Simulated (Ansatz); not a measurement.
The system is TiO2 (Anatase).

```
Ti O
1.0
    -1.89210    1.89210    4.75730
     1.89210   -1.89210    4.75730
     1.89210    1.89210   -4.75730
Ti O
2 4
Cartesian
  0.0000 1.8921 2.3786
  0.0000 0.0000 0.0000
  0.0000 0.0000 7.5346
  0.0000 1.8921 0.3987
  0.0000 1.8921 4.3586
  0.0000 0.0000 1.9800
```

Base run:

```yaml
Program: Ansatz 0.2.0
Functional: PBE
Potentials_or_basis: Ansatz PAW
Cutoff: "420 eV (not typed: the program's choice for these potentials)"
k_mesh: 10 × 10 × 10
Occupations: fermi-dirac, width 0.05 eV
Spin: no spin polarisation
Hubbard_terms: Ti d U = 2 eV
```

Its results: band gap on the k mesh 2.37 eV, indirect (least direct gap 2.71 eV); pressure 6.8 GPa; largest force 0.081 eV/Å.

After a change of settings the same cell gave: band gap on the k mesh 3.36 eV, indirect (least direct gap 3.75 eV); pressure 12.7 GPa; largest force 0.041 eV/Å. Which change was it?
A. hubbard terms from Ti d U = 2 eV to Ti d U = 8 eV
B. hubbard terms from Ti d U = 2 eV to none; hubbard projectors from ortho-atomic (the default) to none
C. hubbard terms from Ti d U = 2 eV to Ti d U = 1 eV

A.

Caveats: the density of states is complete only up to the lowest level of the last band computed.
